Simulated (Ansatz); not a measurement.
# InSe (R3m) in Ansatz: settings compared, part 2 of 2

Ansatz 0.2.0. Earlier steps stand in the parts before.

## Step 4: Band structure, r2SCAN, spin-orbit coupling, no magnetisation

The input, input.yaml:

```yaml
crystal:
  lattice:
    - [2.0, 1.1547005384, 8.44]
    - [-2.0, 1.1547005384, 8.44]
    - [0.0, -2.3094010768, 8.44]
  atoms:
    - { symbol: In, position: [0.8886, 0.8886, 0.8886] }
    - { symbol: In, position: [0.0, 0.0, 0.0] }
    - { symbol: Se, position: [0.1719, 0.1719, 0.1719] }
    - { symbol: Se, position: [0.3835, 0.3835, 0.3835] }
hamiltonian:
  xc: r2scan
  pseudopotentials: { kind: paw_fr }
magnetization:
  noncollinear: true
  spin_orbit: true
kpoints:
  mp_grid: { grid: [6, 6, 6] }
  band_path:
    path:
      - [[0.0, 0.0, 0.0], [0.5, 0.0, 0.0], [0.5, 0.1791451724, -0.1791451724]]
      - [[0.8208548276, 0.5, 0.1791451724], [0.5, 0.5, 0.5], [0.0, 0.0, 0.0], [0.3395725862, 0.0, -0.3395725862]]
      - [[0.6604274138, 0.3395725862, 0.0], [0.5, 0.5, 0.0], [0.6604274138, 0.6604274138, 0.1791451724], [0.5, 0.5, 0.5]]
      - [[0.5, 0.0, 0.0], [0.8208548276, 0.3395725862, 0.3395725862]]
    npoints: 14
scf:
  occupations: { method: fermi_dirac, width: 0.05 }
  n_extra_bands: 10
output:
  forces: true
  stress: true
  eigenvalues: true
  fatbands: true
```

Launch:

```bash
> ansatz run input.yaml --threads 2 --pin off --max-ram 5632MiB --backend cpu --events-out ev --progress --plain --runs-dir out
```

Wall time 6.3 min (2 threads of Intel Xeon at 2.50GHz (Skylake/Cascade Lake), shared host); peak memory 1.7 GiB.

It converged, with:

```yaml
Free_energy: -22156.7793 eV
Pressure: 1.1 GPa
Largest_force: 0.242 eV/Å
Band_gap_on_the_k_mesh: 0.85 eV, direct
Band_gap_along_the_path: 0.85 eV, direct
```

Forces in eV/Å, atoms in the order of the input:
```
In   0.000  0.000  0.242
In   0.000  0.000 -0.226
Se   0.000  0.000 -0.025
Se   0.000  0.000  0.009
```

Stress tensor (GPa, compression positive):
```
1.47 0.00 0.00
0.00 1.47 0.00
0.00 0.00 0.30
```

Levels at the corners of the path, in eV from the valence-band top:
```csv
point,band 54,band 55,band 56,band 57,band 58,band 59,band 60,band 61,band 62,band 63
Γ,-1.37,-1.26,-1.26,-1.16,-1.16,2.03,2.03,2.55,2.55,4.52
L,-2.46,-2.31,-2.31,-1.73,-1.73,1.47,1.47,2.27,2.27,3.97
B1,-2.60,-2.36,-2.32,-1.87,-1.80,1.92,1.95,2.70,2.81,3.64
B,-2.60,-2.36,-2.32,-1.87,-1.80,1.92,1.95,2.70,2.81,3.64
Z,-1.33,-1.09,-1.09,0.00,0.00,0.85,0.85,2.60,2.60,4.44
Γ,-1.37,-1.26,-1.26,-1.16,-1.16,2.03,2.03,2.55,2.55,4.52
X,-2.63,-2.35,-2.30,-1.85,-1.77,1.96,2.00,2.62,2.73,3.66
Q,-2.63,-2.35,-2.30,-1.85,-1.77,1.96,2.00,2.62,2.73,3.66
F,-2.58,-2.18,-2.18,-1.56,-1.56,1.48,1.48,2.24,2.24,3.64
P1,-2.54,-2.22,-2.20,-1.68,-1.68,1.69,1.71,2.06,2.08,3.67
Z,-1.33,-1.09,-1.09,0.00,0.00,0.85,0.85,2.60,2.60,4.44
L,-2.46,-2.31,-2.31,-1.73,-1.73,1.47,1.47,2.27,2.27,3.97
P,-2.54,-2.22,-2.20,-1.68,-1.68,1.69,1.71,2.06,2.08,3.67
```

Caveat: the PAW data sets come from PBE, with cores solved anew for the run's functional, which leaves a small shift of forces and pressure.

## Step 5: Band structure, PBE

input.yaml, as its differences from that of step 4:

```diff
@@ -11,9 +11,6 @@
 hamiltonian:
-  xc: r2scan
-  pseudopotentials: { kind: paw_fr }
-magnetization:
-  noncollinear: true
-  spin_orbit: true
+  xc: pbe
+  pseudopotentials: { kind: paw }
 kpoints:
-  mp_grid: { grid: [6, 6, 6] }
+  mp_grid: { grid: [8, 8, 8] }
   band_path:
@@ -32,2 +29,6 @@
   eigenvalues: true
-  fatbands: true
+  fatbands: false
+  write_density: true
+  write_potential: true
+  elf: true
+  volumetric_format: npy
```

Launch:

```bash
> ansatz run input.yaml --threads 2 --pin off --max-ram 5632MiB --backend cpu --events-out ev --progress --plain --runs-dir out
```

Wall time 49 s (2 threads of Intel Xeon at 2.50GHz (Skylake/Cascade Lake), shared host); peak memory 0.67 GiB.

The run converged. Its results:

```
Free energy             : -22135.8667 eV
Pressure                : 2.7 GPa
Largest force           : 0.365 eV/Å
Band gap on the k mesh  : 0.44 eV, direct
Band gap along the path : 0.44 eV, direct
```

Forces in eV/Å, atoms in the order of the input:
```
In   0.000  0.000  0.365
In   0.000  0.000 -0.349
Se   0.000  0.000 -0.258
Se   0.000  0.000  0.242
```

Stress tensor (GPa, compression positive):
```
3.15 0.00 0.00
0.00 3.15 0.00
0.00 0.00 1.95
```

Levels at the corners of the path, in eV from the valence-band top:
| point | band 26 | band 27 | band 28 | band 29 | band 30 | band 31 | band 32 | band 33 |
| --- | --- | --- | --- | --- | --- | --- | --- | --- |
| Γ | -1.30 | -1.30 | -1.21 | -1.21 | 1.70 | 2.11 | 4.40 | 4.40 |
| L | -2.38 | -2.34 | -2.24 | -1.67 | 1.22 | 1.97 | 3.64 | 3.99 |
| B1 | -3.67 | -2.53 | -2.24 | -1.74 | 1.74 | 2.45 | 3.39 | 4.41 |
| B | -3.67 | -2.53 | -2.24 | -1.74 | 1.74 | 2.45 | 3.39 | 4.41 |
| Z | -1.37 | -1.14 | -1.14 | 0.00 | 0.44 | 2.17 | 4.32 | 4.32 |
| Γ | -1.30 | -1.30 | -1.21 | -1.21 | 1.70 | 2.11 | 4.40 | 4.40 |
| X | -3.68 | -2.56 | -2.22 | -1.71 | 1.79 | 2.36 | 3.42 | 4.38 |
| Q | -3.68 | -2.56 | -2.22 | -1.71 | 1.79 | 2.36 | 3.42 | 4.38 |
| F | -2.65 | -2.50 | -2.05 | -1.50 | 1.19 | 1.98 | 3.30 | 3.62 |
| P1 | -2.58 | -2.47 | -2.08 | -1.63 | 1.41 | 1.81 | 3.37 | 3.78 |
| Z | -1.37 | -1.14 | -1.14 | 0.00 | 0.44 | 2.17 | 4.32 | 4.32 |
| L | -2.38 | -2.34 | -2.24 | -1.67 | 1.22 | 1.97 | 3.64 | 3.99 |
| P | -2.58 | -2.47 | -2.08 | -1.63 | 1.41 | 1.81 | 3.37 | 3.78 |

Caveat: spin-orbit coupling is left out, which moves the levels of the heavy elements.

## Step 6: Overview

```tsv
level	spin	k mesh	cutoff (eV)	gap on the mesh (eV)	pressure (GPa)	largest force (eV/Å)
PBE	SOC, no magnetisation	6 × 6 × 6	420	0.42	2.7	0.37
LDA	off	8 × 8 × 8	420	0.22	-1.5	0.24
r2SCAN	SOC, no magnetisation	6 × 6 × 6	500	0.85	1.1	0.24
PBE	off	8 × 8 × 8	420	0.44	2.7	0.36
```

Alike in all rows: task band structure; potentials or basis Ansatz PAW; cell as given; smearing fermi-dirac 0.05 eV.

The pressure there spans -1.5 GPa (LDA) to 2.7 GPa (PBE); a positive pressure means that this level wants a larger cell, a negative one a smaller.

Caveats: spin-orbit coupling is left out, which moves the levels of the heavy elements (some runs); the PAW data sets come from PBE, with cores solved anew for the run's functional, which leaves a small shift of forces and pressure (some runs).

Total energies depend on the potentials used, so only differences within one code and one set of settings carry meaning.

## Step 7: How close it comes

Step 2. Measured gap of InSe: 1.25 eV (300 K; “The Interaction of Hydrogen with the van der Waals Crystal γ-InSe”, 2020, pmc:7321205). This calculation gives 0.42 eV (-0.83 eV). The value is that of PBE, without temperature or zero-point motion. Semilocal functionals fall short of measured gaps as a rule.

Step 3. A measured gap of InSe is 1.25 eV (300 K; “The Interaction of Hydrogen with the van der Waals Crystal γ-InSe”, 2020, pmc:7321205); the calculated 0.22 eV misses it by -1.03 eV. So large a miss can be the level of theory's own, or it may mean another phase, state or a wrong row. Spin-orbit coupling on In, Se is left out. The value is that of LDA, without temperature or zero-point motion. Semilocal functionals fall short of measured gaps as a rule.

Step 4. Measured gap of InSe: 1.25 eV (300 K; “The Interaction of Hydrogen with the van der Waals Crystal γ-InSe”, 2020, pmc:7321205). This calculation gives 0.85 eV (-0.40 eV). The value is that of r2SCAN, without temperature or zero-point motion.

Step 5. A measured gap of InSe is 1.25 eV (300 K; “The Interaction of Hydrogen with the van der Waals Crystal γ-InSe”, 2020, pmc:7321205); the calculated 0.44 eV misses it by -0.81 eV. Spin-orbit coupling on In, Se is left out. The value is that of PBE, without temperature or zero-point motion. Semilocal functionals fall short of measured gaps as a rule.
